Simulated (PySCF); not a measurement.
# C5H6: the cost of one run

Programs: PySCF 2.14.0, with routines of our own; each step states its level. All values are computed. Atoms count from 0.

## 1. The starting structure

11 atoms, charge 0, multiplicity 1; geometry from: GFN2-xTB.

## 2. Relaxing the molecule at PBE0-D3(BJ)/def2-SVP

The job: settings as JSON, then the geometry in Å.

```
{"job": {"xc": "PBE0", "basis": "def2-SVP", "d3": "d3bj", "grid": 1, "kind": "geom"}, "charge": 0, "multiplicity": 1}
C     -1.045756     0.740248    -0.202928
C      0.228688     1.148049    -0.154776
C      1.117100    -0.024886     0.097580
C      0.146500    -1.156112     0.182611
C     -1.096877    -0.691535     0.006449
H     -1.913808     1.353131    -0.368495
H      0.600870     2.149003    -0.272256
H      1.689260     0.090330     1.020828
H      1.839708    -0.168975    -0.708574
H      0.446901    -2.172233     0.360235
H     -2.007162    -1.264350     0.013363
```

The run is started by

```sh
$ OMP_NUM_THREADS=1 python excited_run.py task.json out
```

This one command runs all jobs of the session in turn.

**Question.** How long does this first job take on 1 thread of Arm Neoverse V1, shared host, and how much memory does it need?

About 7 s, with a peak of 0.47 GiB.
